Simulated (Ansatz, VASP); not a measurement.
# TaN in VASP and in Ansatz

```
Ta N
1.0
     0.00000    2.07005    2.17900
     2.07005    0.00000    2.17900
     2.07005    2.07005    0.00000
Ta N
1 1
Cartesian
  2.0701 2.0701 2.1790
  0.0000 0.0000 0.0000
```

Change from the starting cell: strain -0.050 along x and y, +0.000 along z, atoms carried along.

Alike in both runs: task single point; functional PBEsol; k mesh 18 × 18 × 18; occupations gaussian, width 0.15 eV; no spin polarisation.

|  | VASP | Ansatz |
| --- | --- | --- |
| version | VASP 6.6.1 | Ansatz 0.2.0 |
| potentials or method | VASP PAW PBE potentials, release 64 (Ta_pv, N) | scalar-relativistic, plane waves, PAW |
| plane-wave cutoff (eV) | 520 | 420 |
| valence electrons in the cell | 16 | 18 |

```csv
,VASP,Ansatz,Ansatz less VASP
gap on the k mesh at the Fermi level (eV),none,none,-
pressure (GPa),57.6,55.7,-1.90
largest component of the traceless stress (GPa),33.07,32.71,-0.355
```

A gap of «none» marks a metal or a gap that the smearing closes. The functional is the same, so the differences come from potentials, cutoffs and numerics. The two sets of potentials don't hold the same shells in valence.

Caveats: so large a pressure means that the cell lies far from this level's equilibrium, or that cutoff or potentials fall short (VASP); the potentials were made for another functional, which shifts forces and pressure (VASP). Spin-orbit coupling is left out, which matters for the levels of Ta.
